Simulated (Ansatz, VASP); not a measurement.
# One calculation of Mg5SnN2, two programs

```
CELL_PARAMETERS angstrom
3.38786 -0.08130 -0.04430
-1.76521 3.05784 0.00263
-0.17730 -0.08839 13.91124
ATOMIC_POSITIONS crystal
Mg 0.29870 0.65061 0.20788
Mg 0.71235 0.35589 0.85082
Mg 0.01324 0.00703 0.35973
Mg 0.02038 0.00869 0.66153
Mg 0.32500 0.66164 0.51675
Sn 0.96825 0.98601 0.03880
N 0.32723 0.66393 0.36090
N 0.66817 0.33287 0.58693
```

Change from the starting cell: cell x1, atoms moved at random (sigma 0.1 Å) and cell strained at random (1.5 %), then relaxed without symmetry.

Alike in both runs: functional PBE; k mesh 6 × 6 × 2; occupations gaussian, width 0.2 eV; no spin polarisation.

Ansatz relaxed the structure, and its values are those at the end. VASP's run is a single point on that final structure, the one shown.

|  | VASP | Ansatz |
| --- | --- | --- |
| version | VASP 6.6.1 | Ansatz 0.2.0 |
| potentials or method | VASP PAW PBE potentials, release 64 (Mg, Sn_d, N) | scalar-relativistic, plane waves, PAW |
| plane-wave cutoff (eV) | 520 | 420 |
| valence electrons in the cell | 34 | 74 |

```csv
,VASP,Ansatz,Ansatz less VASP
gap on the k mesh at the Fermi level (eV),none,none,-
pressure (GPa),-0.2,0.0,+0.17
rms of the force components (eV/Å),0.006,0.003,-0.0033
```

A gap of «none» marks a metal or a gap that the smearing closes. The two sets of potentials don't hold the same shells in valence.

Caveats: the k mesh is coarse (spacing up to 0.36 Å⁻¹), so the values aren't converged.
